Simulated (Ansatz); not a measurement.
**Ag: experiment and calculation**

**The experiment to reproduce.**

“Polycyclic aromatic chains on metals and insulating layers by repetitive [3+2] cycloadditions”, 2020, pmc:7083871 quotes, for a bulk crystal of Ag: lattice constant a 4.085 Å.

The results are compared with them further down.

Method: DFT PBEsol, scalar-relativistic, plane waves, PAW (Ansatz).

Settings: cutoff 420 eV, Γ-centred mesh 18×18×18 on the computed 1-atom cell, Gaussian smearing of 0.10 eV; no spin polarisation.

Relaxed structure, symmetry kept:

```
CELL_PARAMETERS angstrom
0.00000 2.02721 2.02721
2.02721 0.00000 2.02721
2.02721 2.02721 0.00000
ATOMIC_POSITIONS crystal
Ag 0.00000 0.00000 0.00000
```

| Quantity | Value |
| --- | --- |
| Space group | Fm-3m (No. 225) |
| Volume per atom | 16.66 Å³ |
| Formation energy from the elements' standard states (uncorrected) | -0.001 eV/atom |
| Kohn–Sham band gap | none (metal) |
| Density of states at the Fermi level | 0.26 states/eV per cell |
| Bulk modulus | 120 GPa |
| Its pressure derivative | 5.7 |
| Bader charges (e) | Ag (1 in the cell) 0.00 |

Against the measured lattice constant a of Ag, 4.085 Å (quoted in the paper above), the calculated 4.054 Å is off by -0.7 %. 3 values of this kind are on record in papers (4.085 to 4.086 Å); this one was drawn at random among those near their median. The calculation is for 0 K without zero-point motion.